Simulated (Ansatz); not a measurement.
# Gaps and decay in LiF/AlN stacks, part 5 of 5

How do the layer thicknesses change the gap of LiF/AlN? The crystals are LiF rock salt(001) and AlN rock salt(001), on a common net of side 2.878 Å (+0.0 % and +0.0 % against typed lattice constants near PBE's). Layer spacings come from each crystal relaxed along the normal on that net, and the joins take the mean spacing. The stacks are then relaxed. The first steps treat the bulk crystals alone. LDA has lattice constants of its own, so the true strain differs.

Ansatz 0.2.0; LDA DFT, plane waves, PAW files (the session's first sound run).

So far, gap on path (eV): step 3 (band edges, crystal LiF rock salt(001)) 9.07; step 5 (band edges, crystal AlN rock salt(001)) 4.31; step 7 (band edges of the superlattice, atomic layers of each crystal 1×4, k-mesh 8×8×4) 4.33; step 10 (band edges of the superlattice, atomic layers of each crystal 4×2, k-mesh 8×8×2) 4.73; step 13 (band edges of the superlattice, atomic layers of each crystal 1×1, k-mesh 8×8×6) 3.69.

The structure was built from a prototype and need not be the compound's stable phase.

### Step 15. The same cell, other settings

This step: LDA DFT, plane waves, PAW files; complex bands by layer matching along the plane's normal; changed: output.transmission.temperature = 900.0, output.transmission.e_range = [-3, 3], output.transmission.de = 0.02 (Ansatz 0.2.0).

This run repeats an earlier one, its twin (the minibands run), with three settings changed (output.transmission.e_range, output.transmission.de, output.transmission.temperature; files written aside). It is meant to test what the energy window and step decide and how the leads' temperature enters.

input.yaml

```yaml
crystal:
  lattice:
    - [2.878, 0.0, 0.0]
    - [0.0, 2.878, 0.0]
    - [0.0, 0.0, 3.8929317736]
  atoms:
    - { symbol: F, position: [0.0, 0.0, 0.0] }
    - { symbol: Li, position: [0.5, 0.5, 0.0] }
    - { symbol: "N", position: [0.5, 0.5, 0.5] }
    - { symbol: Al, position: [0.0, 0.0, 0.5] }
kpoints:
  mp_grid: { grid: [8, 8, 6] }
scf:
  occupations: { method: fixed }
  max_iter: 120
hamiltonian:
  xc: lda
output:
  eigenvalues: true
  transmission:
    leads: [[0, 0]]
    kpoints: [[0.0, 0.0], [-0.5, -0.5]]
    e_range: [-3, 3]
    de: 0.02
    temperature: 900.0
```

On the command line:

```
$ ansatz run input.yaml --threads 4 --pin off --max-ram 10240MiB --backend cpu --events-out ev --progress --plain --runs-dir out
```

Numbers of over 12 decimals in the logs are rounded to 6 here.

Output:

```text
[...]
Crystal: 4 atoms, lattice volume = 32.245 Å³
Basis set: ecut = 420 eV, 633 PW (Γ)
Bands: 13, of which v1, the nominal top of the filled ones, is band 9 counted from 1 (8 counted from 0)
Symmetry: 16 space group operations
[...]
k-points: 60 of 384
[...]
SCF iter   1: F=—  HF=-1887.290660 eV  |F-HF|=—  |Δ(HF+E_count)|=         —  Δρ=1.54e-2  dr2=6.14e-2  ethr=1.77e-3  ⟨swp⟩=4.5  Hψ=3692  notcnv=0  defer=47
[...]
SCF iter   7: F=-1887.266630 eV  HF=-1887.266630 eV  |F-HF|=5.68e-11  |Δ(HF+E_count)|=   8.33e-9  Δρ=2.93e-6  dr2=8.60e-10  ethr=3.23e-10  ⟨swp⟩=1.0  Hψ=2156  notcnv=0
SCF 1 converged in 7 iterations: F = -1887.266630 eV  dr2 = 8.60e-10
[...]
transmission: 5 of 10 steps passed
transmission: 10 of 10 steps passed
Second SCF, for the conductance: iteration 1, dr2 2.154e-9 eV
Second SCF, for the conductance: iteration 2, dr2 5.216e-10 eV
Second SCF, for the conductance: iteration 3, dr2 1.579e-11 eV
Second SCF, for the conductance: iteration 4, dr2 1.443e-13 eV
Second SCF, for the conductance: iteration 5, dr2 1.765e-15 eV
Second SCF, for the conductance: iteration 6, dr2 7.326e-17 eV
transmission: 5 of 10 steps passed
transmission: 10 of 10 steps passed
SCF converged after 7 iterations
Free energy (F): -1887.266630 eV
[...]
Internal energy: -1887.266630 eV  (E = F + TS)
E sigma→0 (E₀):  -1887.266630 eV
Fermi energy:    8.055414 eV
[...]
--- Band table (eV; the first three rows and the last of 60) ---
  k-point 0: bands = [... 5 lower, 1.7397, 6.6834, 7.7037, 7.7037, 12.4201, 15.3925, 17.5078, 20.4907]
  k-point 1: bands = [... 5 lower, 1.7605, 6.4147, 7.6497, 7.6497, 12.9039, 15.5798, 17.5041, 20.3361]
  k-point 2: bands = [... 5 lower, 1.8032, 5.9179, 7.5418, 7.5418, 13.9514, 16.0445, 17.3236, 20.3325]
  k-point 59: bands = [... 5 lower, 0.3090, 3.4785, 3.4785, 8.0115, 13.9396, 16.2817, 16.2817, 18.7808]
--- Transmission ---
  basis      : 69 plane waves across, 5 finite elements along
  points     : 2, as listed
  filling    : by a second SCF (6 iterations) under fermi_dirac of width 0.077556 eV on a mesh of 8 x 8 x 13, whose Fermi level is 10.020629 eV
[...]
channels       : 0.000000e0 a spin
    conductance    : 2.6568e3 S/m² at 900 K; may be off by some 0.0 % by where its bands' edges are placed
    slowest decay  : 0.4571 /Å at (0.0000, 0.0000)
```

Wall time 13 s (4 threads of Intel Xeon Platinum 8488C (Sapphire Rapids), shared host); peak memory 0.49 GiB; 49 s of CPU time.

Numbers from this step:

| Item | Value |
| --- | --- |
| decay constant at the filling level, zone centre | 0.4571 Å⁻¹ |
| decay constant at the filling level, slowest listed point | 0.4571 Å⁻¹ |

Lower lead, k parallel (0, 0); values up to 1.5 1/Å, a degenerate pair printed once or twice; energies at which all values exceed this have no row. Table of Im kz of the slowest decaying states by energy, zero at the Fermi level of the second SCF:

```tsv
energy (eV)	decay 1 (Å⁻¹)	decay 2 (Å⁻¹)	decay 3 (Å⁻¹)	decay 4 (Å⁻¹)
-4.805	0.329	0.934	1.08	-
-4.605	0.256	0.918	1.07	-
-4.405	0.128	0.899	1.07	-
-4.205	0.876	1.06	-	-
-4.005	0.850	1.06	-	-
-3.805	0.818	1.06	-	-
-3.605	0.781	1.05	-	-
-3.405	0.736	1.05	-	-
-3.205	0.172	0.679	1.05	-
-3.005	0.261	0.604	1.05	-
-2.805	0.318	0.493	1.04	-
-2.605	0.280	0.358	1.04	-
-2.405	0.389	1.04	1.49	-
-2.205	0.345	0.413	1.04	1.48
-2.005	0.432	0.524	1.04	1.46
-1.805	0.447	0.626	1.04	1.44
-1.605	0.458	0.699	1.04	1.42
-1.405	0.466	0.755	1.04	1.40
-1.205	0.471	0.801	1.03	1.38
-1.005	0.474	0.839	1.03	1.36
-0.805	0.475	0.872	1.03	1.34
-0.605	0.473	0.902	1.03	1.32
-0.405	0.470	0.927	1.03	1.30
-0.205	0.465	0.951	1.03	1.28
-0.005	0.457	0.972	1.03	1.26
0.195	0.448	0.991	1.03	1.24
0.395	0.436	1.01	1.02	1.21
0.595	0.422	1.02	1.03	1.19
0.795	0.406	1.02	1.04	1.17
0.995	0.387	1.02	1.06	1.14
```

Lower lead, k parallel (-0.5, -0.5); values up to 1.5 1/Å, a degenerate pair printed once or twice; energies at which all values exceed this have no row. Table of Im kz of the slowest decaying states by energy, zero at the Fermi level of the second SCF:

```tsv
energy (eV)	decay 1 (Å⁻¹)	decay 2 (Å⁻¹)	decay 3 (Å⁻¹)
-4.805	0.408	0.742	0.760
-4.605	0.449	0.738	0.739
-4.405	0.484	0.713	0.736
-4.205	0.513	0.686	0.732
-4.005	0.539	0.656	0.727
-3.805	0.561	0.622	0.722
-3.605	0.581	0.583	0.716
-3.405	0.537	0.599	0.710
-3.205	0.482	0.615	0.703
-3.005	0.411	0.630	0.695
-2.805	0.312	0.642	0.686
-2.605	0.114	0.654	0.677
-2.405	0.664	0.668	-
-2.205	0.657	0.674	-
-2.005	0.0507	0.646	0.682
-1.805	0.288	0.634	0.690
-1.605	0.386	0.621	0.696
-1.405	0.453	0.607	0.702
-1.205	0.504	0.592	0.708
-1.005	0.545	0.577	0.712
-0.805	0.560	0.580	0.716
-0.605	0.542	0.609	0.719
-0.405	0.522	0.635	0.722
-0.205	0.502	0.657	0.724
-0.005	0.479	0.677	0.726
0.195	0.454	0.695	0.727
0.395	0.427	0.711	0.728
0.595	0.397	0.725	0.728
0.795	0.364	0.728	0.738
0.995	0.325	0.728	0.750
```

The filling level or the zero moved, so the decay constant is read at -0.01 eV here and at +1.80 eV in the twin, and the two can't be compared directly.

### Step 16. Outcome

* gap, 1+4 layers: 4.33 eV
* gap, 4+2 layers: 4.73 eV
* gap, 1+1 layers: 3.69 eV
* least decay at +2.20 eV, listed points, 1+4 layers: 0.402 Å⁻¹
* least decay at +2.35 eV, listed points, 4+2 layers: 0.582 Å⁻¹
* least decay at +1.80 eV, listed points, 1+1 layers: 0.463 Å⁻¹

The gap is smallest for 1+1 layers and largest for 4+2, a spread of 1.0 eV (3.69 to 4.73 eV). Both layers differ between these two. Thickening the second crystal alone, from 1 to 4 planes, takes the gap from 3.69 to 4.33 eV. A semilocal functional narrows gaps.

[Logs are printed without paths, hosts, clocks, repeated set-up lines and the standing remarks that a program may print on its own settings, such as how far it seeks lower states.]

[Hosts, paths, dates, database ids (printed as entryN), source tags and the programs' standing remarks are cut or masked in the printed files.]
